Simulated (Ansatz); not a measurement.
# AlP: the cost of one run

Computed with Ansatz 0.2.0 (DFT PBEsol, scalar-relativistic, plane waves, PAW, unless a step's input says otherwise).

The COD entry's cell or inner coordinates are ideal or old and differ from later refinements, so a difference from it is no clean test against experiment.

## (1) Starting point

The structure is cubic, space group F-43m (No. 216). Conventional cell: a = 5.451 Å, b = 5.451 Å, c = 5.451 Å, α = 90.00°, β = 90.00°, γ = 90.00°. Al (site symmetry -43m) is surrounded by 4 P at 2.36 Å. P (site symmetry -43m) is surrounded by 4 Al at 2.36 Å.

Structure file:

```xyz
2
Lattice="0.0000 2.7255 2.7255 2.7255 0.0000 2.7255 2.7255 2.7255 0.0000" Properties=species:S:1:pos:R:3 pbc="T T T"
Al    0.0000    0.0000    0.0000
P     4.0882    4.0882    4.0882
```

The structure comes from the Crystallography Open Database.

(A quick probe on a coarse mesh, which set the mesh and smearing, is not shown.)

## (3) Full relaxation

input.yaml reads:

```yaml
crystal:
  lattice:
    - [0.0, 2.7255, 2.7255]
    - [2.7255, 0.0, 2.7255]
    - [2.7255, 2.7255, 0.0]
  atoms:
    - { symbol: Al, position: [0.0, 0.0, 0.0] }
    - { symbol: P, position: [0.75, 0.75, 0.75] }
basis:
  ecutwfc: 420
kpoints:
  mp_grid: { grid: [8, 8, 8] }
hamiltonian:
  xc: pbesol
scf:
  occupations: { method: gaussian, width: 0.02 }
output:
  forces: true
  stress: true
  eigenvalues: true
relax:
  adjacent_minimum: "off"
  f_tol: 0.005
  max_steps: 80
  cell: { stress_tol: 0.05 }
```

What time and memory should one allow on 1 thread of an x86-64 CPU, shared host?

About 5 s, with a peak of 0.35 GiB.
